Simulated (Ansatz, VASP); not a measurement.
# Two plane-wave programs on Cd

File INCAR:

```
SYSTEM = Cd
ALGO = Fast
EDIFF = 1E-7
ENCUT = 520
GGA = PS
ISIF = 2
ISMEAR = 0
LASPH = .True.
LCHARG = .True.
LELF = .True.
LREAL = .False.
LVHAR = .True.
LWAVE = .False.
NBANDS = 12
NELM = 60
PREC = Accurate
SIGMA = 0.15
```

File KPOINTS:

```
k-points
0
Gamma
  18 18 18
  0 0 0
```

POSCAR

```
Cd
1.0
    0.0000000000      2.1516052575      2.2181497500
    2.1516052575      0.0000000000      2.2181497500
    2.1516052575      2.1516052575      0.0000000000
Cd
1
Direct
    0.0000000000      0.0000000000      0.0000000000
```

Input for Ansatz:

```yaml
crystal:
  lattice:
    - [0.0, 2.1516052575, 2.21814975]
    - [2.1516052575, 0.0, 2.21814975]
    - [2.1516052575, 2.1516052575, 0.0]
  atoms:
    - { symbol: Cd, position: [0.0, 0.0, 0.0] }
basis:
  ecutwfc: 420
kpoints:
  mp_grid: { grid: [18, 18, 18] }
hamiltonian:
  xc: pbesol
scf:
  occupations: { method: gaussian, width: 0.15 }
output:
  forces: true
  stress: true
  eigenvalues: true
```

Change from the starting cell: strain -0.030 along x and y, +0.000 along z, atoms carried along.

Alike in both runs: task single point; functional PBEsol; k mesh 18 × 18 × 18; occupations gaussian, width 0.15 eV; no spin polarisation.

|  | VASP | Ansatz |
| --- | --- | --- |
| version | VASP 6.6.1 | Ansatz 0.2.0 |
| potentials or method | VASP PAW PBE potentials, release 64 (Cd) | scalar-relativistic, plane waves, PAW |
| plane-wave cutoff (eV) | 520 | 420 |
| valence electrons in the cell | 12 | 20 |

|  | VASP | Ansatz | Ansatz less VASP |
| --- | --- | --- | --- |
| gap on the k mesh at the Fermi level (eV) | none | none | - |
| pressure (GPa) | 1.7 | 1.3 | -0.42 |
| largest component of the traceless stress (GPa) | 1.00 | 0.99 | -0.009 |

A gap of «none» marks a metal or a gap that the smearing closes. The two sets of potentials don't hold the same shells in valence.

Caveats: the PAW data sets were made with another functional, which shifts forces and pressure a little (VASP).
